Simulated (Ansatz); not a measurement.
A single-point calculation of a 2-atom cell of BeSe started from a crystallographic database with the plane-wave code Ansatz, at the level PBE0. The geometry is the r2SCAN minimum.

The input:
```yaml
crystal:
  lattice:
    - [0.0, 2.5810355896, 2.5810355896]
    - [2.5810355896, 0.0, 2.5810355896]
    - [2.5810355896, 2.5810355896, 0.0]
  atoms:
    - { symbol: Be, position: [0.0, 0.0, 0.0] }
    - { symbol: Se, position: [0.25, 0.25, 0.25] }
kpoints:
  mp_grid: { grid: [6, 6, 6] }
  band_path:
    path:
      - [0.0, 0.0, 0.0]
      - [-0.5, -0.5, 0.0]
      - [-0.375, -0.375, 0.25]
      - [-0.375, 0.0, 0.375]
      - [0.0, 0.0, 0.5]
      - [-0.5, -0.25, 0.25]
      - [0.0, 0.5, 0.5]
    npoints: 1
hamiltonian:
  xc: pbe0
scf:
  occupations: { method: fixed }
  n_extra_bands: 4
output:
  forces: true
  stress: true
  eigenvalues: true
```

Command: `ansatz run input.yaml --threads 2 --pin off --max-ram 2211MiB --backend cpu --events-out ev --progress --plain --runs-dir out`. It took 35 s on 2 threads of Arm Neoverse V1, with other jobs on the host, load about 0.4 per core; peak host memory 1 GiB.

What the program printed (shortened):
```
Pseudopotential: Be, paw, valence charge 2, recommended cutoff 420 eV (normal)
Pseudopotential: Se, paw, valence charge 16, recommended cutoff 420 eV (normal)
Functional definition: PBE0
Crystal: 2 atoms, lattice volume = 34.388 Å³
Basis set: ecut = 420 eV, 645 PW (Γ)
Bands: 13, of which v1, the nominal top of the filled ones, is band 9 counted from 1 (8 counted from 0)
Symmetry: 24 space group operations
Space group: F-43m (ITA 216)
k-points: 16 of 216 (time reversal used)
[warm-up without exact exchange]
SCF iter   1: HF=-5563.431620 eV  Δρ=6.12e-4  dr2=1.13e-4
SCF iter   2: HF=-5563.431572 eV  Δρ=2.24e-4  dr2=8.60e-6
SCF 1 stopped early in 2 iterations: F = -5563.431598 eV  dr2 = 8.60e-6
[exact exchange on]
SCF iter   1: HF=-5565.208402 eV  Δρ=3.41e-3  dr2=4.12e-3
preconditioner: auto → none  [insulator: Δε(μ)=4.155 eV  ℏωp=17.9 eV]
SCF iter   2: HF=-5565.203479 eV  Δρ=1.87e-3  dr2=8.73e-4
SCF iter   3: HF=-5565.203328 eV  Δρ=7.10e-4  dr2=3.82e-4
SCF iter   4: HF=-5565.207101 eV  Δρ=4.23e-4  dr2=4.09e-5
SCF iter   5: HF=-5565.207083 eV  Δρ=6.05e-5  dr2=6.68e-6
SCF iter   6: HF=-5565.207134 eV  Δρ=5.26e-5  dr2=9.39e-7
SCF 2 stopped early in 6 iterations: F = -5565.207134 eV  dr2 = 9.39e-7
hybrid outer 1: dexx = +4.331e-3 eV, tail = 4.90e-5 eV
SCF iter   1: HF=-5565.207291 eV  Δρ=4.01e-5  dr2=2.35e-7
SCF iter   2: HF=-5565.207291 eV  Δρ=1.61e-5  dr2=7.59e-8
SCF iter   3: HF=-5565.207291 eV  Δρ=5.92e-6  dr2=3.40e-8
SCF iter   4: HF=-5565.207292 eV  Δρ=6.54e-6  dr2=1.48e-8
SCF iter   5: HF=-5565.207292 eV  Δρ=7.18e-7  dr2=5.02e-10
SCF 3 converged in 5 iterations: F = -5565.207292 eV  dr2 = 5.02e-10
hybrid outer 2: dexx = +2.895e-7 eV, tail = 1.74e-8 eV, Δε = 2.36e-3 eV
NSCF: frozen V_eff on 7 k-points
hybrid SCF converged: 2 outer / 11 inner (+2 warm-up)
Free energy (F): -5565.207292 eV
Fermi energy:    5.916904 eV
--- Stress (GPa, compression-positive) ---
       -0.680091       0.000000       0.000000
        0.000000      -0.680091       0.000000
        0.000000       0.000000      -0.680091
  P = ⅓ Tr σ = -0.6801 GPa (-6.801 kbar)
```

Levels at the listed points, from bands.tsv (eV from the Fermi energy, bands near the gap, counted from 0):
```tsv
# k_distance	band_4	band_5	band_6	band_7	band_8	band_9	band_10	band_11	band_12
# fermi_ev = 5.916904
# [0, 0, 0] at k_distance = 0.000000
# [-0.5, -0.5, 0] at k_distance = 1.217183
# [-0.375, -0.375, 0.25] at k_distance = 1.647522
# [-0.375, 0, 0.375] at k_distance = 2.392892
# [0, 0, 0.5] at k_distance = 3.138261
# [-0.5, -0.25, 0.25] at k_distance = 3.998939
# [0, 0.5, 0.5] at k_distance = 5.359791
# levels_relative_to = fermi_ev
0.000	-50.358	-15.101	0.000	0.000	0.000	6.051	6.793	6.793	6.793
1.217	-50.358	-13.098	-5.610	-2.880	-2.880	4.173	5.822	13.978	13.978
1.648	-50.358	-13.118	-5.147	-4.358	-2.400	5.362	8.623	11.809	12.164
2.393	-50.358	-13.118	-5.147	-4.358	-2.400	5.362	8.623	11.809	12.164
3.138	-50.358	-13.611	-6.271	-1.163	-1.163	6.006	7.773	7.773	11.877
3.999	-50.358	-13.059	-4.885	-4.132	-3.546	7.817	9.090	9.198	9.959
5.360	-50.358	-13.098	-5.610	-2.880	-2.880	4.173	5.822	13.978	13.978
```
In order the rows are Γ, X, U, K, L, W, X.

With PBE0 the valence top lies at Γ and the conduction bottom at X, 4.17 eV higher; the smallest vertical gap, at Γ, is 6.05 eV. At this geometry PBE0 finds -0.7 GPa, compression counted positive: its own equilibrium volume is smaller. (The program warns that its thresholds are loose for a hybrid's stress.)

The values are computed, spin-unpolarised, and not measurements.

Spin-orbit coupling is left out.

The meshes of the hybrids are coarse, so their gaps aren't converged to the digits shown.
